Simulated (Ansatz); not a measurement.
Gd:

```
Gd
1.0
    -2.02500    2.02500    2.02500
     2.02500   -2.02500    2.02500
     2.02500    2.02500   -2.02500
Gd
1
Direct
  0.00000 0.00000 0.00000
```

This isn't the form of Gd at room conditions, which is hcp.

Base run:

```yaml
Program: Ansatz 0.2.0
Functional: revPBE
Potentials_or_basis: Ansatz PAW
Cutoff: "420 eV (not typed: the program's choice for these potentials)"
k_mesh: 7 × 7 × 7
Occupations: fermi-dirac, width 0.05 eV
Spin: collinear spin, ferromagnetic start
Starting_moments: "[7.0] μB"
```

Its results: band gap on the k mesh none (metal or under the smearing width); pressure 1.2 GPa; net moment 7.64 μB per cell; site moments Gd +7.34 μB.

Q: After a change of settings the same cell gave: band gap on the k mesh none (metal or under the smearing width); pressure 1.1 GPa; net moment 7.47 μB per cell; site moments Gd +7.25 μB. Which change was it?
A. functional from revPBE to RPBE
B. functional from revPBE to r2SCAN; cutoff from 420 eV (not typed: the program's choice for these potentials) to 500 eV (not typed: the program's choice for these potentials)
C. functional from revPBE to BLYP
D. functional from revPBE to PBE

A: C.

Caveats: spin-orbit coupling is left out, which moves the levels of the heavy elements; the PAW data sets come from PBE, with cores solved anew for the run's functional, which leaves a small shift of forces and pressure.
